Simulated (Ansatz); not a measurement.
# Os (P6_3/mmc) in Ansatz: a series of runs

One crystal, Os, is run at these levels: rPW86-PBE, PBE; tasks: relaxation of cell and atoms, single point.

All numbers are computed with Ansatz 0.2.0; they aren't measurements. Logs are shortened: lines on timing, memory, paths and dates and some standing lists are left out, and cuts for length are marked.

**1. The crystal as given**

It takes space group P6_3/mmc (No. 194, hexagonal). The conventional cell has a = 2.734 Å, b = 2.734 Å, c = 4.320 Å, α = 90.00°, β = 90.00°, γ = 120.00°. Around Os (site symmetry -6m2) lie 12 Os at 2.68 to 2.73 Å.

**2. Relaxation of cell and atoms, rPW86-PBE**

The input, input.yaml:

```yaml
crystal:
  lattice:
    - [2.7341, 0.0, 0.0]
    - [-1.36705, 2.3678000565, 0.0]
    - [0.0, 0.0, 4.3197]
  atoms:
    - { symbol: Os, position: [0.6666666667, 0.3333333333, 0.75] }
    - { symbol: Os, position: [0.3333333333, 0.6666666667, 0.25] }
hamiltonian:
  xc: { exchange: rpw86, correlation: pbe }
  pseudopotentials: { kind: paw }
kpoints:
  mp_grid: { grid: [11, 11, 6] }
scf:
  occupations: { method: fermi_dirac, width: 0.05 }
output:
  forces: true
  stress: true
relax:
  f_tol: 0.01
  max_steps: 40
  cell: { stress_tol: 0.05 }
```

Potentials or basis: Ansatz PAW.

Command:

```sh
> ansatz run input.yaml --threads 2 --pin off --max-ram 5120MiB --backend cpu --events-out ev --progress --plain --runs-dir out
```

What it wrote:

```text
Warning: RAYON_NUM_THREADS=2 ignored (pool sized by the plan → 2); use --threads N
Engine: ansatz 0.2.0, aarch64-unknown-linux-gnu
Pseudopotentials: kind: paw
Pseudopotential: Os, paw, valence charge 16, recommended cutoff 420 eV (normal), Os.paw.azcp
Functional definition: unnamed
  exchange = rpw86_x
  correlation = pbe_c
Crystal: 2 atoms, lattice volume = 27.965 Å³
Basis set: ecut = 420 eV, 537 PW (Γ), exchange–correlation on 40×40×60 points (8 copies of the dense FFT grid, shifted against one another)
Bands: 20, of which v1, the nominal top of the filled ones, is band 16 counted from 1 (15 counted from 0)
Symmetry: 24 space group operations
Space group: P63/mmc (ITA 194), of the structure as read, at distance tolerance 3.0e-5 Å
k-points: 64 of 726
Non-local potential: Os, projectors of the file, l = 0: 3, l = 1: 2, l = 2: 2, l = 3: 1
PAW form: soft (Blöchl's): semilocal exchange-correlation on the pseudo side does not see the compensation charge
PAW frozen core: Os, regenerated for the run's functional, and the local potential with it (the file was generated under x = pbe(κ = 0.804, μ = 0.2195149727645171), c = pbe(β = 0.06672455060314922))
PAW one-centre angular grid: Os, 590 points (default); XC on 96 Gauss nodes
Initial density: superposition of atomic densities (neutral atoms: chi_scale 0, normalization atom), corrected by the library's trained network
Initial wavefunctions: pseudopotential atomic-orbital guess
Functional: x = rpw86, c = pbe(β = 0.06672455060314922)
SCF iter   1: F=—  HF=-22920.032365 eV  |F-HF|=—  |Δ(HF+E_count)|=         —  Δρ=1.05e-2  dr2=1.35e-2  ethr=1.77e-3  ⟨swp⟩=4.9  Hψ=5027  notcnv=0
preconditioner: auto → none  [metal: Δε(μ)=0.064 eV  Ē_g=6.884 eV  σ=0.050 eV  W_gap=0.30  n_scr=8 (ndim 8)  ℏωp=28.1 eV  f_vac=0.000  D(μ)=1.51/eV (n_scr^D=22)  sad-step TF]
SCF iter   2: F=—  HF=-22920.037174 eV  |F-HF|=—  |Δ(HF+E_count)|=   4.81e-3  Δρ=5.94e-3  dr2=4.00e-3  ethr=4.22e-5  ⟨swp⟩=2.6  Hψ=2402  notcnv=0  defer=2
SCF iter   3: F=—  HF=-22920.040449 eV  |F-HF|=—  |Δ(HF+E_count)|=   3.27e-3  Δρ=4.76e-4  dr2=2.45e-5  ethr=1.25e-5  ⟨swp⟩=2.9  Hψ=2458  notcnv=0  defer=2
SCF iter   4: F=—  HF=-22920.040535 eV  |F-HF|=—  |Δ(HF+E_count)|=   8.59e-5  Δρ=3.88e-5  dr2=2.21e-7  ethr=7.64e-8  ⟨swp⟩=2.1  Hψ=1868  notcnv=0  defer=2
iter 5 did not close the SCF: its close was put off for the readings that it lacked (scf_convergence_deferred on its scf_iter line)
SCF iter   5: F=-22920.040535 eV  HF=-22920.040535 eV  |F-HF|=1.19e-9  |Δ(HF+E_count)|=   1.02e-7  Δρ=7.22e-6  dr2=8.64e-9  ethr=6.89e-10  ⟨swp⟩=2.3  Hψ=2064  notcnv=0  defer=2
SCF iter   6: F=-22920.040535 eV  HF=-22920.040535 eV  |F-HF|=1.35e-10  |Δ(HF+E_count)|=   3.54e-9  Δρ=1.34e-6  dr2=3.52e-10  ethr=2.70e-11  ⟨swp⟩=1.5  Hψ=3867  notcnv=0
SCF 1 converged in 6 iterations: F = -22920.040535 eV  dr2 = 3.52e-10
relax step   1: F+E_penalty+E_count = -22920.04053477 eV  Δ(F+E_penalty+E_count) = +0.000e0 eV  max|allowed force component| = 1.943e-16 eV/Å  Δτ_max = 0.0000 Å  P = +26.337 GPa  Ω = 27.965 Å³  (6 SCF iters, dr2 threshold 1.00e-7 eV, accepted)
Crystal: 2 atoms, lattice volume = 32.166 Å³
Basis set: ecut = 420 eV, 627 PW (Γ), exchange–correlation on 40×40×60 points (8 copies of the dense FFT grid, shifted against one another)
Initial density: handed on by an earlier stage of this run
Initial wavefunctions: those handed on with the density
iter 1 solved again at ethr=2.20e-5 eV; its pass at ethr=3.10e-3 eV (dr2=7.05e-3 eV) is discarded
SCF iter   1: F=—  HF=-22920.005189 eV  |F-HF|=—  |Δ(HF+E_count)|=         —  Δρ=6.20e-3  dr2=6.98e-3  ethr=2.20e-5  ⟨swp⟩=1.0  Hψ=6570  notcnv=0
preconditioner: auto → none  [metal: Δε(μ)=0.077 eV  Ē_g=5.676 eV  σ=0.050 eV  W_gap=0.37  n_scr=8 (ndim 8)  ℏωp=26.2 eV  f_vac=0.000  D(μ)=1.96/eV (n_scr^D=22)]
SCF iter   2: F=—  HF=-22920.005783 eV  |F-HF|=—  |Δ(HF+E_count)|=   5.94e-4  Δρ=3.05e-3  dr2=1.20e-3  ethr=2.18e-5  ⟨swp⟩=2.0  Hψ=1768  notcnv=0
SCF iter   3: F=—  HF=-22920.006383 eV  |F-HF|=—  |Δ(HF+E_count)|=   6.01e-4  Δρ=4.82e-4  dr2=5.39e-5  ethr=3.76e-6  ⟨swp⟩=1.0  Hψ=1280  notcnv=0
SCF iter   4: F=—  HF=-22920.006366 eV  |F-HF|=—  |Δ(HF+E_count)|=   1.71e-5  Δρ=5.77e-5  dr2=2.80e-7  ethr=1.68e-7  ⟨swp⟩=2.5  Hψ=2050  notcnv=0
iter 5 did not close the SCF: its close was put off for the readings that it lacked (scf_convergence_deferred on its scf_iter line)
SCF iter   5: F=-22920.006367 eV  HF=-22920.006367 eV  |F-HF|=1.82e-9  |Δ(HF+E_count)|=   3.30e-7  Δρ=5.94e-6  dr2=7.96e-9  ethr=8.74e-10  ⟨swp⟩=2.0  Hψ=1828  notcnv=0
SCF iter   6: F=-22920.006367 eV  HF=-22920.006367 eV  |F-HF|=6.55e-11  |Δ(HF+E_count)|=  1.82e-10  Δρ=1.18e-6  dr2=2.46e-10  ethr=2.49e-11  ⟨swp⟩=1.1  Hψ=3810  notcnv=0
SCF 2 converged in 6 iterations: F = -22920.006367 eV  dr2 = 2.46e-10
[... 39 lines left out ...]
Crystal: 2 atoms, lattice volume = 29.816 Å³
iter 1 solved again at ethr=1.57e-11 eV; its pass at ethr=3.10e-3 eV (dr2=5.03e-9 eV) is discarded
SCF iter   1: F=—  HF=-22920.183408 eV  |F-HF|=—  |Δ(HF+E_count)|=         —  Δρ=8.06e-6  dr2=1.42e-8  ethr=1.57e-11  ⟨swp⟩=3.0  Hψ=6901  notcnv=0
iter 2 did not close the SCF: its close was put off for the readings that it lacked (scf_convergence_deferred on its scf_iter line)
SCF iter   2: F=-22920.183422 eV  HF=-22920.183422 eV  |F-HF|=6.91e-11  |Δ(HF+E_count)|=   1.33e-5  Δρ=3.62e-6  dr2=1.52e-9  ethr=1.57e-11  ⟨swp⟩=2.0  Hψ=2322  notcnv=0
iter 3 did not close the SCF: its close was put off for the readings that it lacked (scf_convergence_deferred on its scf_iter line)
SCF iter   3: F=-22920.183422 eV  HF=-22920.183422 eV  |F-HF|=3.64e-11  |Δ(HF+E_count)|=  1.71e-10  Δρ=9.59e-7  dr2=8.09e-11  ethr=4.74e-12  ⟨swp⟩=1.9  Hψ=1610  notcnv=0
iter 4 did not close the SCF: its close was put off for the readings that it lacked (scf_convergence_deferred on its scf_iter line)
SCF iter   4: F=-22920.183422 eV  HF=-22920.183422 eV  |F-HF|=1.09e-11  |Δ(HF+E_count)|=  4.37e-11  Δρ=9.63e-8  dr2=1.29e-12  ethr=1.00e-12  ⟨swp⟩=1.0  Hψ=1280  notcnv=0
iter 5 did not close the SCF: its close was put off for the readings that it lacked (scf_convergence_deferred on its scf_iter line)
SCF iter   5: F=-22920.183422 eV  HF=-22920.183422 eV  |F-HF|=7.28e-12  |Δ(HF+E_count)|=  3.64e-12  Δρ=2.33e-8  dr2=4.38e-14  ethr=1.00e-12  ⟨swp⟩=1.0  Hψ=1280  notcnv=0
SCF iter   6: F=-22920.183422 eV  HF=-22920.183422 eV  |F-HF|=1.46e-11  |Δ(HF+E_count)|=  1.46e-11  Δρ=3.15e-9  dr2=1.63e-15  ethr=1.00e-12  ⟨swp⟩=1.0  Hψ=2816  notcnv=0
SCF 6 converged in 6 iterations: F = -22920.183422 eV  dr2 = 1.63e-15
relax step   6: F+E_penalty+E_count = -22920.18342172 eV  Δ(F+E_penalty+E_count) = -1.842e-6 eV  max|allowed force component| = 3.701e-17 eV/Å  Δτ_max = 0.0000 Å  P = +0.000 GPa  Ω = 29.816 Å³  energy of the carried Pulay correction = +1.460e-6 eV  (6 SCF iters, dr2 threshold 7.40e-9 eV, accepted)
iter 1 solved again at ethr=7.46e-9 eV; its pass at ethr=3.10e-3 eV (dr2=2.39e-6 eV) is discarded
SCF iter   1: F=—  HF=-22920.183408 eV  |F-HF|=—  |Δ(HF+E_count)|=         —  Δρ=1.43e-6  dr2=1.05e-10  ethr=7.46e-9  ⟨swp⟩=3.2  Hψ=8732  notcnv=0
SCF iter   2: F=—  HF=-22920.183422 eV  |F-HF|=—  |Δ(HF+E_count)|=   1.33e-5  Δρ=7.02e-7  dr2=2.70e-11  ethr=1.00e-12  ⟨swp⟩=3.5  Hψ=3103  notcnv=0
iter 3 did not close the SCF: its close was put off for the readings that it lacked (scf_convergence_deferred on its scf_iter line)
SCF iter   3: F=-22920.183422 eV  HF=-22920.183422 eV  |F-HF|=1.09e-11  |Δ(HF+E_count)|=  7.28e-12  Δρ=4.70e-7  dr2=1.16e-11  ethr=1.00e-12  ⟨swp⟩=1.0  Hψ=1280  notcnv=0
iter 4 did not close the SCF: its close was put off for the readings that it lacked (scf_convergence_deferred on its scf_iter line)
SCF iter   4: F=-22920.183422 eV  HF=-22920.183422 eV  |F-HF|=3.64e-12  |Δ(HF+E_count)|=  7.28e-12  Δρ=3.14e-7  dr2=5.10e-12  ethr=1.00e-12  ⟨swp⟩=1.0  Hψ=1280  notcnv=0
iter 5 did not close the SCF: its close was put off for the readings that it lacked (scf_convergence_deferred on its scf_iter line)
SCF iter   5: F=-22920.183422 eV  HF=-22920.183422 eV  |F-HF|=0.00e0  |Δ(HF+E_count)|=  1.82e-11  Δρ=2.34e-7  dr2=2.82e-12  ethr=1.00e-12  ⟨swp⟩=1.0  Hψ=1280  notcnv=0
iter 6 did not close the SCF: its close was put off for the readings that it lacked (scf_convergence_deferred on its scf_iter line)
SCF iter   6: F=-22920.183422 eV  HF=-22920.183422 eV  |F-HF|=2.55e-11  |Δ(HF+E_count)|=  2.55e-11  Δρ=1.34e-7  dr2=9.24e-13  ethr=1.00e-12  ⟨swp⟩=1.0  Hψ=1280  notcnv=0
SCF iter   7: F=-22920.183422 eV  HF=-22920.183422 eV  |F-HF|=2.91e-11  |Δ(HF+E_count)|=  3.64e-12  Δρ=6.24e-8  dr2=2.03e-13  ethr=1.00e-12  ⟨swp⟩=2.9  Hψ=4114  notcnv=0
SCF 7 converged in 7 iterations: F = -22920.183422 eV  dr2 = 2.03e-13
relax step   7: F+E_penalty+E_count = -22920.18342172 eV  Δ(F+E_penalty+E_count) = -7.276e-12 eV  max|allowed force component| = 3.701e-17 eV/Å  Δτ_max = 0.0000 Å  P = +0.000 GPa  Ω = 29.816 Å³  stress off target by 3.04e-3 GPa  SCF on the basis re-selected at this cell (its energy is not comparable with the rows above)  (7 SCF iters)
basis re-selected at this cell: Δ(F+E_penalty+E_count) = -7.276e-12 eV, ΔP = -0.000 GPa vs the last step (what re-selecting the basis moved, of the pressure what is left beyond the Pulay correction that the steps carried, after the strain that the cell walked since its last selection, with what the two solves' SCF thresholds leave and, on support functions, any second-order correction that the steps lacked; it is no measure of the basis error at this ecutwfc). This SCF's stress stands 3.04e-3 GPa from its target on what of the cell is left free (relax.cell.stress_tol is 5.00e-2 GPa) and its largest allowed force component is 3.70e-17 eV/Å (relax.f_tol is 1.00e-2 eV/Å): within both
SCF converged after 7 iterations
Free energy (F): -22920.183422 eV
Harris-Foulkes:  -22920.183422 eV  (|F-HF|=2.91e-11)
Internal energy: -22920.168796 eV  (E = F + TS)
E sigma→0 (E₀):  -22920.176109 eV
Entropy (-TS):   -0.014626 eV (-7.313 meV/atom)
Fermi energy:    24.362580 eV
--- Per-component energies (eV) ---
  E_band       = -174.056287
  E_kinetic    = 1119.004259
  E_local      = -1677.555954  (includes V_loc(G=0)·N_el)
  E_nonlocal   = -18.140323
  E_hartree    = 687.354017
  E_xc         = -535.148320
  E_vxc        = -565.737781  (∫ρ·V_xc dr)
  E_paw        = -18170.231175  (= ΣΔE_a)
  E_vpaw       = -406.334324  (= ΣTr[D̂ρ^β])
  E_aug_tail   = -0.000199  (compensation charges beyond the density's cutoff)
  E_ewald      = -4325.171952
  E_core_change = -0.279148  (= ΣΔE_core)
  E_smearing   = -0.014626  (= −TS)
  E_closure    = 0.000000  (closes the sum)
  Σ components = -22920.183422   (vs F -22920.183422, Δ=0.00e0)
--- Forces (eV/Å), atoms counted from 1 ---
  atom   1  Os    -0.00000000     0.00000000     0.00000000
  atom   2  Os     0.00000000    -0.00000000    -0.00000000
  max |Σ_I F_I| component: 1.85e-17 eV/Å
--- Stress (GPa, compression-positive) ---
        0.001542       0.000000      -0.000000
        0.000000       0.001542       0.000000
       -0.000000       0.000000      -0.003038
  P = ⅓ Tr σ = 0.0000 GPa (0.000 kbar)
--- Relaxed structure (5 steps of the walk, 4 accepted, 2 SCFs on fresh bases) ---
  F+E_penalty+E_count = -22920.18342172 eV   max|allowed force component| = 3.701e-17 eV/Å   (the final SCF, on the basis selected at the relaxed cell)
  cell:  # Å, volume = 29.8156 Å³
    - [2.7936893602429245, 3.700916305345053e-33, 9.180007241773864e-34]
    - [-1.3968446801214622, 2.419405956252669, -1.2540123099188213e-33]
    - [1.4503813789613393e-33, -1.4503813789613393e-33, 4.411202930380128]
  atoms:
    - { symbol: Os, position: [0.6666666666666667, 0.33333333333333337, 0.7500000000000001] }
    - { symbol: Os, position: [0.33333333333333337, 0.6666666666666667, 0.25] }
```

Run time: 5.2 s. Hardware: 2 threads of Arm Neoverse V2, shared host; peak memory 0.32 GiB.

What came out:

```yaml
Free_energy: -22920.1834 eV
Relaxed_volume: 14.91 Å³/atom
Relaxed_cell: a = 2.794 Å, b = 2.794 Å, c = 4.411 Å, α = 90.00°, β = 90.00°, γ = 120.00°
Space_group_after_relaxing_to_0.05_Å: P6_3/mmc (No. 194)
Energy_gained_by_relaxing: 71.4 meV/atom
Ionic_steps: 6
Pressure_after_relaxing: 0.0 GPa
```

Step by step:
| step | energy change (eV) | largest force (eV/Å) | volume (Å³) |
| --- | --- | --- | --- |
| 1 | 0.0000 | 0.0000 | 27.96 |
| 2 | -0.1407 | 0.0000 | 29.99 |
| 3 | -0.1419 | 0.0000 | 29.82 |
| 4 | -0.1429 | 0.0000 | 29.82 |
| 5 | -0.1429 | 0.0000 | 29.82 |
| 6 | -0.1429 | 0.0000 | 29.82 |

Final structure:
```
CELL_PARAMETERS angstrom
2.79369 0.00000 0.00000
-1.39684 2.41941 0.00000
0.00000 0.00000 4.41120
ATOMIC_POSITIONS crystal
Os 0.66667 0.33333 0.75000
Os 0.33333 0.66667 0.25000
```

Caveat: the plane-wave basis is chosen anew once the cell has moved, so the energies of steps on either side of that aren't comparable; the PAW data sets come from PBE, with cores solved anew for the run's functional, which leaves a small shift of forces and pressure. The run has no spin-orbit coupling, so splittings on Os are missing.

**3. Single point, PBE**

Edit input.yaml of step 2 so:

```diff
@@ -9,3 +9,3 @@
 hamiltonian:
-  xc: { exchange: rpw86, correlation: pbe }
+  xc: pbe
   pseudopotentials: { kind: paw }
@@ -15,2 +15,4 @@
   occupations: { method: fermi_dirac, width: 0.05 }
+basis:
+  ecutwfc: "600 eV"
 output:
@@ -18,5 +20,6 @@
   stress: true
-relax:
-  f_tol: 0.01
-  max_steps: 40
-  cell: { stress_tol: 0.05 }
+  eigenvalues: true
+  write_density: true
+  write_potential: true
+  elf: true
+  volumetric_format: npy
```

Potentials or basis: Ansatz PAW.

Command:

```sh
> ansatz run input.yaml --threads 2 --pin off --max-ram 5120MiB --backend cpu --events-out ev --progress --plain --runs-dir out
```

What it wrote:

```text
Warning: RAYON_NUM_THREADS=2 ignored (pool sized by the plan → 2); use --threads N
[... 3 set-up lines as earlier in the session ...]
Functional definition: PBE
  parameter kappa = 0.804
  parameter beta = 0.06672455060314922
  exchange = pbe_x(kappa = kappa, mu = beta*pi^2/3)
  correlation = pbe_c(beta = beta)
Crystal: 2 atoms, lattice volume = 27.965 Å³
Basis set: ecut = 600 eV, 965 PW (Γ), exchange–correlation on 48×48×72 points (8 copies of the dense FFT grid, shifted against one another)
Bands: 20, of which v1, the nominal top of the filled ones, is band 16 counted from 1 (15 counted from 0)
[... 2 set-up lines as earlier in the session ...]
k-points: 64 of 726
[... 33 lines left out ...]
  E_aug_tail   = -0.000154  (compensation charges beyond the density's cutoff)
  E_ewald      = -4418.580283
  E_smearing   = -0.013154  (= −TS)
  E_closure    = -0.000000  (closes the sum)
  Σ components = -22769.075666   (vs F -22769.075666, Δ=0.00e0)
--- Forces (eV/Å), atoms counted from 1 ---
  atom   1  Os    -0.00000000     0.00000000     0.00000000
  atom   2  Os    -0.00000000    -0.00000000     0.00000000
  max |Σ_I F_I| component: 1.30e-16 eV/Å
--- Stress (GPa, compression-positive) ---
        8.620991       0.000000       0.000000
        0.000000       8.620991      -0.000000
        0.000000      -0.000000       9.039516
  P = ⅓ Tr σ = 8.7605 GPa (87.605 kbar)
--- Band table (eV; the first three rows and the last of 64) ---
  k-point 0: bands = ["-60.5702", "-60.4533", "-20.5932", "-19.6479", "-19.6479", "-19.4692", "-19.4692", "-19.4204", "15.0741", "18.2240", "22.9744", "22.9744", "23.2284", "23.8197", "23.8197", "24.4694", "24.4694", "26.0404", "27.7305", "27.7305"]
  k-point 1: bands = ["-60.5624", "-60.4612", "-20.5190", "-19.6360", "-19.6360", "-19.5037", "-19.4812", "-19.4812", "15.4197", "18.2634", "22.7959", "22.7959", "23.0320", "23.6028", "23.6028", "24.9562", "24.9562", "25.0138", "27.7621", "27.7621"]
  k-point 2: bands = ["-60.5411", "-60.4827", "-20.3132", "-19.7276", "-19.6035", "-19.6035", "-19.5142", "-19.5142", "16.3591", "18.1920", "22.6047", "22.6526", "22.6526", "23.1546", "23.1546", "23.2980", "25.9437", "25.9437", "27.5943", "27.5943"]
  k-point 63: bands = ["-60.4470", "-60.4470", "-20.3655", "-20.3655", "-20.0520", "-20.0520", "-19.6287", "-19.6287", "19.9655", "19.9655", "21.2139", "21.2139", "22.5772", "22.5772", "24.7369", "24.7369", "27.7670", "27.7670", "33.6983", "33.6983"]
```

v_z.tsv:

```text
# z_ang	v_es[eV]	v_tot[eV]
# format = ansatz-planar-average/11
# xc	pbe
# density_cutoff_ev	2400
# datasets	Os=:simpson_from_first_knot:soft
# lattice	2.734100000	0.000000000	0.000000000
# lattice	-1.367050000	2.367800056	0.000000000
# lattice	0.000000000	0.000000000	4.319700000
# sites	2
# site	76	1.367050000	0.789266685	3.239775000
# site	76	0.000000000	1.578533371	1.079925000
0.000000	2.298069e1	1.115858e1
0.119992	2.228794e1	1.033246e1
0.239983	2.032620e1	7.949379e0
0.359975	1.744302e1	4.346761e0
0.479967	1.413675e1	7.743891e-2
0.599958	1.087465e1	-4.244063e0
[... 28 lines left out ...]
4.079717	2.032620e1	7.949379e0
4.199708	2.228794e1	1.033246e1
```

Run time: 1.5 s. Hardware: 2 threads of Arm Neoverse V2, shared host; peak memory 0.34 GiB.

What came out:

- Free energy: -22769.0757 eV
- Pressure: 8.8 GPa
- Band gap on the k mesh: none (metal or under the smearing width)

Stress tensor (GPa, compression positive):
```
8.62 0.00 0.00
0.00 8.62 0.00
0.00 0.00 9.04
```

Levels at points of the mesh, in eV from the Fermi level:
```tsv
k point	band 12	band 13	band 14	band 15	band 16	band 17	band 18	band 19	band 20
(0.00, 0.00, 0.00)	-3.01	-2.76	-2.17	-2.17	-1.52	-1.52	0.05	1.74	1.74
(0.00, 0.00, -0.50)	-3.54	-3.21	-3.21	-3.21	-3.21	0.96	0.96	0.96	0.96
```

The run has no spin-orbit coupling, so splittings on Os are missing.
